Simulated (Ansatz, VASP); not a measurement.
# BN in two plane-wave programs, part 3 of 3

Aim: how closely do two programs agree when they are given the same cell, functional and k mesh? The cell is taken from a series of runs on this material, whose earlier steps may have relaxed, scaled, displaced or heated it; both programs get it as it stands.

VASP 6.6.1 and Ansatz 0.2.0.

So far: The structure; VASP: zone-centre phonons, LDA, pair 1; Ansatz: zone-centre phonons, LDA, pair 1; Differences; Ansatz: zone-centre phonons, LDA, pair 2; VASP: zone-centre phonons, LDA, pair 2.

**8. VASP: zone-centre phonons, LDA, pair 3**

Level of this step: LDA; plane waves and PAW (B, N) (VASP).

Second derivatives magnify differences that forces hide, and they need a tight electronic threshold.

INCAR

```
SYSTEM = BN
PREC = Accurate
ENCUT = 600
EDIFF = 1E-08
NELM = 120
ISMEAR = 0
SIGMA = 0.01
LREAL = .FALSE.
ALGO = Normal
GGA = CA
NBANDS = 10
LORBIT = 11
LWAVE = .FALSE.
LCHARG = .FALSE.
ISIF = 2
IBRION = 8
LEPSILON = .TRUE.
LASPH = .TRUE.
GGA_COMPAT = .FALSE.
EFERMI = MIDGAP
KPAR = 2
```

POSCAR

```
BN
1.0
    0.0000000000      1.8052468058      1.7183283024
    1.8052468058      0.0000000000      1.7183283024
    1.8052468058      1.8052468058      0.0000000000
B N
1 1
Direct
    0.0000000000      0.0000000000      0.0000000000
    0.2500000000      0.2500000000      0.2500000000
```

KPOINTS

```
Automatic mesh
0
Gamma
12 12 12
0 0 0
```

The projector-augmented-wave data sets are B and N (LDA family, release 64).

Started as:

```console
mpirun -np 2 vasp_std
```

Numbers of over 12 decimals in the logs are rounded to 6 here.

The log of the run:

```text
[... set-up lines as in an earlier step ...]
 entering main loop
       N       E                     dE             d eps       ncg     rms          rms(c)
DAV:   1     0.100086610308E+02    0.10009E+02   -0.55324E+03  3350   0.882E+02
DAV:   2    -0.201620686043E+02   -0.30171E+02   -0.29010E+02  3948   0.169E+02
DAV:   3    -0.206008303367E+02   -0.43876E+00   -0.43806E+00  3824   0.176E+01
DAV:   4    -0.206013197996E+02   -0.48946E-03   -0.48945E-03  3548   0.708E-01
[...]
DAV:  11    -0.193705747740E+02   -0.44804E-06   -0.16105E-06  3642   0.935E-03    0.601E-03
DAV:  12    -0.193705747113E+02    0.62669E-07   -0.44832E-07  3612   0.427E-03    0.229E-04
DAV:  13    -0.193705747121E+02   -0.76227E-09   -0.71174E-09  2052   0.868E-04
   1 F= -.19370575E+02 E0= -.19370575E+02  d E =0.000000E+00
 Linear response reoptimize wavefunctions to high precision
DAV:   1    -0.193705747121E+02   -0.39904E-10   -0.19044E-10  2218   0.166E-04
 Linear response G [H, r] |phi>, progress :
  Direction:   1
       N       E                     dE             d eps       ncg     rms
[...]
RMM:  10    -0.227627921144E+00    0.19576E-09    0.19164E-09 12403   0.212E-05    0.353E-07
 first order change of Fermi-energy   0.29483E-04
 force on displaced ion       2 direction 1 : -26.693  -0.000  -0.000
 Born effective charge ion    2 direction 1 :  -1.912   0.000   0.000
 Linear response progress:
  Degree of freedom:   4/  4
       N       E                     dE             d eps       ncg     rms          rms(c)
RMM:   1    -0.230589519790E+00   -0.23059E+00    0.89732E-02 11293   0.330E+00
RMM:   2    -0.224484976344E+00    0.61045E-02   -0.19841E-03  8638   0.441E-01    0.233E-01
RMM:   3    -0.225490184098E+00   -0.10052E-02   -0.40203E-04  8281   0.162E-01    0.125E-01
RMM:   4    -0.227564665943E+00   -0.20745E-02   -0.37641E-04  8018   0.157E-01    0.238E-02
[...]
RMM:   8    -0.227647146731E+00    0.19967E-06   -0.79114E-10  9380   0.357E-05    0.186E-05
RMM:   9    -0.227647101136E+00    0.45595E-07   -0.67756E-10  9671   0.311E-05    0.881E-07
RMM:  10    -0.227647098510E+00    0.26266E-08   -0.23081E-10  7273   0.184E-05    0.457E-07
 first order change of Fermi-energy   0.91495E-03
 force on displaced ion       2 direction 3 :   0.000   0.000 -27.815
 Born effective charge ion    2 direction 3 :   0.000   0.000  -1.782
 Born effective charges drift removed
 Linear response finished
```

OUTCAR, selected parts (step 8):

```text
  Total        0.0776852      0.0776852      2.1496193      0.0000000      0.0000000      0.0000000
  in kB       11.1132052     11.1132052    307.5125303      0.0000000      0.0000000      0.0000000
  external PRESSURE =     109.9129802 kB  Pullay stress =       0.0000000 kB

 POSITION                                       TOTAL-FORCE (eV/Angst)
 -----------------------------------------------------------------------------------
      0.00000      0.00000      0.00000         0.000000      0.000000      0.000000
      0.90262      0.90262      0.85916        -0.000000     -0.000000     -0.000000
 -----------------------------------------------------------------------------------
    total drift:                               -0.000001     -0.000001      0.000002

 MACROSCOPIC STATIC DIELECTRIC TENSOR (including local field effects in DFT)
 ------------------------------------------------------
           4.627553     0.000000     0.000000
          -0.000000     4.627553     0.000000
           0.000000     0.000000     4.413482
 ------------------------------------------------------

 MACROSCOPIC STATIC DIELECTRIC TENSOR IONIC CONTRIBUTION
 ------------------------------------------------------
           2.213317    -0.000000     0.000000
          -0.000000     2.213317    -0.000000
           0.000000    -0.000000     1.845613
 ------------------------------------------------------

[... 2 further parts left out ...]
```

**9. Ansatz: zone-centre phonons, LDA, pair 3**

The same cell, functional (in two slightly different forms) and mesh now go to Ansatz, which takes its cutoff from its data sets.

The cell is taken from a series of runs on this material, whose earlier steps may have relaxed, scaled, displaced or heated it; both programs get it as it stands.

input.yaml

```yaml
crystal:
  lattice:
    - [0.0, 1.8052468058, 1.7183283024]
    - [1.8052468058, 0.0, 1.7183283024]
    - [1.8052468058, 1.8052468058, 0.0]
  atoms:
    - { symbol: B, position: [0.0, 0.0, 0.0] }
    - { symbol: "N", position: [0.25, 0.25, 0.25] }
kpoints:
  mp_grid: { grid: [12, 12, 12] }
hamiltonian:
  xc: lda
  pseudopotentials: { kind: paw, azcp: { folder: soft_1 }, xc_functional: pbe }
scf:
  occupations: { method: fixed }
output:
  eigenvalues: true
phonons:
  method: dfpt
  dielectric: true
  rigid_motions: translations
```

Started as:

```console
ansatz run input.yaml --threads 4 --pin off --max-ram 10240MiB --backend cpu --events-out ev --progress --plain --runs-dir out
```

The log of the run:

```text
[...]
Crystal: 2 atoms, lattice volume = 11.200 Å³
Basis set: ecut = 420 eV, 217 PW (Γ), exchange–correlation on 36×36×36 points (8 copies of the dense FFT grid, shifted against one another)
Bands: 8, of which v1, the nominal top of the filled ones, is band 4 counted from 1 (3 counted from 0)
Symmetry: 8 space group operations
k-points: 868 of 1728 (irreducible under 1 space group operation, time reversal used)
[...]
optical modes at Γ + LO–TO along q̂ = [1.0000, 0.0000, 0.0000]:
      ω (cm⁻¹)  modes    IR ((D/Å)²/amu)
[...]
optical modes at Γ + LO–TO along q̂ = [0.0000, 1.0000, 0.0000]:
      ω (cm⁻¹)  modes    IR ((D/Å)²/amu)
[...]
1109.83      1            12.0725
       1323.32      1            13.8997
  optical modes at Γ + LO–TO along q̂ = [0.0000, 0.0000, 1.0000]:
      ω (cm⁻¹)  modes    IR ((D/Å)²/amu)
       1086.04      2            27.7994
       1323.77      1            12.0725
[key lines of the parts left out:]
SCF converged after 7 iterations
Free energy (F): -526.427938 eV
Fermi energy:    12.099886 eV
```

**10. Side by side**

Both answers:

| quantity | Ansatz | VASP | difference |
| --- | --- | --- | --- |
| ε∞ xx | 4.63 | 4.63 | +0.06 % |
| ε∞ yy | 4.63 | 4.63 | +0.06 % |
| ε∞ zz | 4.42 | 4.41 | +0.05 % |
| Born charge of B1 (mean of the diagonal) (e) | 1.87 | 1.87 | 0.00 |
| Born charge of N2 (mean of the diagonal) (e) | -1.87 | -1.87 | 0.00 |
| optical mode 1 to 2 (cm⁻¹) | 1086.0 | 1090.8 | -0.44 % |
| optical mode 3 (cm⁻¹) | 1109.8 | 1113.5 | -0.33 % |

Modes are paired by rising frequency, not by their patterns, so a pair may set unlike modes beside each other; they are those without the splitting of longitudinal modes.

**11. Summary of results**

| Quantity | Value |
| --- | --- |
| r.m.s. difference of the optical zone-centre modes, each program's sorted by frequency (zone-centre phonons, LDA, pair 1) | 4.2 cm⁻¹ |
| r.m.s. difference of the optical zone-centre modes, each program's sorted by frequency (zone-centre phonons, LDA, pair 2) | 4.3 cm⁻¹ |
| r.m.s. difference of the optical zone-centre modes, each program's sorted by frequency (zone-centre phonons, LDA, pair 3) | 4.4 cm⁻¹ |

What this shows: The r.m.s. difference of the optical zone-centre modes, each program's sorted by frequency is 4.2 cm⁻¹ (zone-centre phonons, LDA, pair 1). Such differences can come from data sets, numerical settings and the points named under the comparisons, not from the functional's error against experiment.

[Lines on the potential files, build, host, timing and source positions are cut from VASP's logs without a mark.]

[Logs are printed without paths, hosts, clocks, repeated set-up lines and the standing remarks that a program may print on its own settings, such as how far it seeks lower states.]

[Hosts, paths, dates, database ids (printed as entryN), source tags and the programs' standing remarks are cut or masked in the printed files.]
